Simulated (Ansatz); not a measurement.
This Ansatz input for SnO2 (rutile structure) was spoiled on purpose:

```yaml
crystal:
  lattice:
    - [4.8275742947, 0.0, 0.0]
    - [0.0, 4.8275742947, 0.0]
    - [0.0, 0.0, 3.2381011166]
  atoms:
    - { symbol: Sn, position: [0.0, 0.0, 0.0] }
    - { symbol: Sn, position: [0.5, 0.5, 0.5] }
    - { symbol: O, position: [0.3065775573, 0.3065775573, 0.0] }
    - { symbol: O, position: [0.8065775573, 0.1934224427, 0.5] }
    - { symbol: O, position: [0.1934224427, 0.8065775573, 0.5] }
    - { symbol: O, position: [0.6934224427, 0.6934224427, 0.0] }
basis:
  ecutwfc: "30 meV"
  ecutrho_ratio: 4
kpoints:
  mp_grid: { grid: [6, 6, 10] }
hamiltonian:
  xc: pbe
scf:
  occupations: { method: gaussian, width: 0.05 }
  max_iter: 75
output:
  forces: true
  stress: true
```

Launched as:
```sh
ansatz run input.yaml --threads 4 --pin off --max-ram 7168MiB --backend cpu --events-out ev --progress --plain --runs-dir out
```

Question: What is wrong with it?

Answer: A cutoff in the wrong unit. Against the sound input: basis.ecutwfc: 420 → "30 meV" (the cap on iterations is only a precaution).

What the program printed:

```
Error: inconsistent input (basis.ecutwfc, kpoints): the smallest per-k basis holds n_pw = 0 plane waves (k-point 1, counted from 0 among those solved) but the deck needs at least 27 band(s) per channel, and no run solves more bands than the smallest per-k basis has plane waves; raise basis.ecutwfc until the smallest per-k basis, which caps the automatic band count, holds at least 27 plane waves
```

The input was refused before any iteration. It ran for 0.05 s on 4 threads of Arm Neoverse V2 (shared host), peak memory 0.072 GiB. The run before the change (PBE, 420 eV, 6×6×10 mesh) gave:

| run | P (GPa) | gap on the mesh (eV) | cell moment (μB) | largest force component (eV/Å) |
| --- | --- | --- | --- | --- |
| sound | 0.0 | 0.68 | – | 0.000 |

The start was a prototype's sites filled with these elements; the Crystallography Open Database holds the compound in this structure.

Of that run: Semilocal functionals underestimate band gaps, commonly by a third or more.
